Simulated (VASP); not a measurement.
The system is BAs.

```xyz
2
Lattice="0.0000 2.3885 2.3885 2.3885 0.0000 2.3885 2.3885 2.3885 0.0000" Properties=species:S:1:pos:R:3 pbc="T T T"
As    3.5827    3.5827    3.5827
B     0.0000    0.0000    0.0000
```

Base run:

```yaml
Program: VASP 6.6.1
Functional: r2SCAN
Potentials_or_basis: VASP PAW PBE potentials, release 64 (As, B)
Cutoff: 520 eV
k_mesh: 10 × 10 × 10
Occupations: fermi-dirac, width 0.05 eV
Spin: no spin polarisation
```

Its results: band gap on the k mesh 1.37 eV, indirect (least direct gap 3.45 eV); pressure 0.9 GPa.

The run is repeated on the same cell with these changes: functional from r2SCAN to RPBE; occupations from fermi-dirac, width 0.05 eV to gaussian, width 0.05 eV. What comes out?

Band gap on the k mesh 1.21 eV, indirect (least direct gap 3.28 eV); pressure 6.0 GPa.

Caveats: the PAW data sets were made with another functional, which shifts forces and pressure a little.

A k mesh can miss the band edges.

Not every run made on this cell is shown here.
